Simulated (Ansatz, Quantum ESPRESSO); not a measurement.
# Sn and the functional, program beside program

It takes space group Fd-3m (No. 227, cubic). The conventional cell has a = 6.467 Å, b = 6.467 Å, c = 6.467 Å, α = 90.00°, β = 90.00°, γ = 90.00°. Sn (site symmetry -43m) has 4 Sn at 2.80 Å as nearest neighbours.

This isn't the form of Sn at room conditions, which is tetragonal (white tin).

Kept alike: task band structure; k mesh 7 × 7 × 7; occupations fermi-dirac, width 0.05 eV; no spin polarisation. The mesh is that of the run's cell of 2 atoms. No spin-orbit coupling.

- A: Ansatz, all-electron LAPW, scalar-relativistic
- B: Quantum ESPRESSO, SG15 PBE 1.2, made for PBE, cutoff 952 eV

| functional | A: pressure (GPa) | B: pressure (GPa) |
| --- | --- | --- |
| LDA | 0.17 | -0.75 |
| PBE | 3.82 | 3.83 |
| PBEsol | 1.55 | 1.19 |

Pressure is positive in compression; plane-wave values hold the error of the finite cutoff. Values on potentials made for another functional: B at LDA, PBEsol. For a metal such a mesh leaves the last digits unconverged.

Task: How large is the effect of the functional, and do the programs agree on it?

Result: From LDA to PBE the pressure moves by +3.65 in A, +4.58 in B (GPa). Row by row the programs differ by 0.01 to 0.92, and the shifts point the same way but differ by 20 % of the larger. Shifts from LDA: PBE +3.65, +4.58; PBEsol +1.38, +1.94; the programs' shifts differ by up to 0.93.
